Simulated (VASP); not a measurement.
CdS, 4 atoms in the cell. The structure is hexagonal, space group P6_3mc (No. 186). Conventional cell: a = 4.131 Å, b = 4.131 Å, c = 6.725 Å, α = 90.00°, β = 90.00°, γ = 120.00°. Cd (site symmetry 3m) is surrounded by 4 S at 2.53 Å. S (site symmetry 3m) is surrounded by 4 Cd at 2.53 Å. 

- Program: VASP 6.6.1
- Task: band structure
- Functional: PBEsol
- Potentials or basis: VASP PAW PBE potentials, release 64 (Cd, S)
- Cutoff: 520 eV
- k mesh: 6 × 6 × 3
- Occupations: gaussian, width 0.03 eV
- Spin: no spin polarisation
- Grid for exact exchange (PRECFOCK): Fast
- Further INCAR settings: ALGO = Normal; EDIFF = 1e-07; NBANDS = 26

Potentials or basis: VASP PAW PBE potentials, release 64 (Cd, S).

Launch:

```console
$ cat potpaw_PBE.64/Cd/POTCAR potpaw_PBE.64/S/POTCAR > POTCAR
$ mpirun -np 4 vasp_std > vasp.out
```

Hardware: 4 MPI ranks on Intel(R) Xeon(R) Platinum 8488C (Sapphire Rapids) (shared host).

**Question.** Estimate the wall time of this run.

**Answer.** It took 16 s on 4 MPI ranks on Intel(R) Xeon(R) Platinum 8488C (Sapphire Rapids), on a shared host, peak memory 0.23 GiB a rank. Counts: scf iterations 24, k points 14.
